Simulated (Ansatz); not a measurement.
Crystal: CoO.

```xyz
4
Lattice="3.0160 0.0000 0.0000 0.0000 3.0160 0.0000 0.0000 0.0000 4.2145" Properties=species:S:1:pos:R:3 pbc="T T T"
Co    0.0000    0.0000    0.0000
Co    1.5080    1.5080    2.1073
O     0.0000    0.0000    2.1073
O     1.5080    1.5080    0.0000
```

The cell isn't the ideal one: another cell of the same crystal, with 4 atoms.

Base run:

```yaml
Program: Ansatz 0.2.0
Functional: PBE
Potentials_or_basis: Ansatz PAW
Cutoff: "420 eV (not typed: the program's choice for these potentials)"
k_mesh: 6 × 6 × 5
Occupations: gaussian, width 0.05 eV
Spin: collinear spin, ferrimagnetic start
Starting_moments: "[2.0, -1.0, 0.0, 0.0] μB"
```

Its results: band gap on the k mesh none (metal or under the smearing width); pressure -2.8 GPa; net moment 0.00 μB per cell; site moments Co +2.22, -2.22; O -0.09, +0.09 μB.

The run is repeated on the same cell with these changes: functional from PBE to LDA; hubbard terms from none to Co d U = 3 eV; hubbard projectors from none to ortho-atomic (the default). What comes out?

Band gap on the k mesh 0.73 eV; pressure -7.4 GPa; net moment 0.00 μB per cell; site moments Co +2.54, -2.54; O -0.09, +0.09 μB.

Several settings changed at once, so the effect can't be laid on one alone.

Caveats: semilocal functionals often make such compounds metallic where correlation or magnetic order opens a gap, which also shifts bond lengths (some runs); the magnetic or orbital state may not be the lowest (some runs); odd divisions of the mesh miss points on the zone boundary, where band edges often lie, so the gap on the mesh can be too wide (some runs); the PAW data sets come from PBE, with cores solved anew for the run's functional, which leaves a small shift of forces and pressure (some runs).

A k mesh can miss the band edges.
